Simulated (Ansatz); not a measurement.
## Sn: random displacements

Level of theory: DFT PBE, scalar-relativistic, plane waves, PAW in Ansatz 0.2.0. Cutoff 300 eV, Γ-centred 6×6×6 k-points, Gaussian smearing of 0.15 eV. The mesh is coarse. The cutoff lies under the one recommended for these potentials. No spin polarisation. Energies are free energies at this smearing, counted from the undisturbed cell; pressure is positive in compression.

The undisturbed cell (as given, not relaxed at this level):

```xyz
8
Lattice="0.0000 0.0000 -6.3972 5.8803 0.0000 -3.1986 0.0000 -5.8803 -3.1986" Properties=species:S:1:pos:R:3 pbc="T T T"
Sn    2.9401    0.0000   -7.1969
Sn    2.9401    0.0000   -3.9983
Sn    0.0000   -2.9401   -5.5976
Sn    0.0000   -2.9401   -2.3990
Sn    2.9401   -2.9401   -7.9965
Sn    2.9401   -2.9401   -4.7979
Sn    0.0000    0.0000   -3.1986
Sn    0.0000    0.0000    0.0000
```

The atoms are displaced (Å, in the unstrained cell):

| atom | ux | uy | uz |
| --- | --- | --- | --- |
| Sn1 | 0.276 | -0.296 | -0.091 |
| Sn2 | -0.079 | 0.199 | -0.479 |
| Sn3 | -0.362 | 0.058 | 0.199 |
| Sn4 | -0.433 | -0.425 | 0.192 |
| Sn5 | 0.373 | 0.355 | 0.263 |
| Sn6 | 0.234 | -0.536 | 0.255 |
| Sn7 | -0.026 | 0.657 | -0.107 |
| Sn8 | 0.016 | -0.011 | -0.233 |

Strain (Voigt, engineering shear): (-0.0154, -0.0070, 0.0128, 0.0034, -0.0089, -0.0090).

Problem. What are the energy change, the stress and the forces?

Solution. ΔE = 777.7 meV/atom; stress (xx, yy, zz, yz, xz, xy; compression positive) (20.05, 20.55, 9.34, 2.73, -6.82, -1.78) GPa.
```csv
atom,Fx (eV/Å),Fy,Fz
Sn1,-1.40,5.38,1.16
Sn2,-0.14,-0.11,0.77
Sn3,6.00,1.50,-1.21
Sn4,5.30,1.88,-2.49
Sn5,-5.73,-6.31,0.58
Sn6,-5.63,1.57,1.57
Sn7,1.48,-2.93,0.19
Sn8,0.13,-0.96,-0.58
```

Cost: 1 run of about 1.6 core-minutes, on Intel Xeon Processor @ 2.70GHz (shared hosts).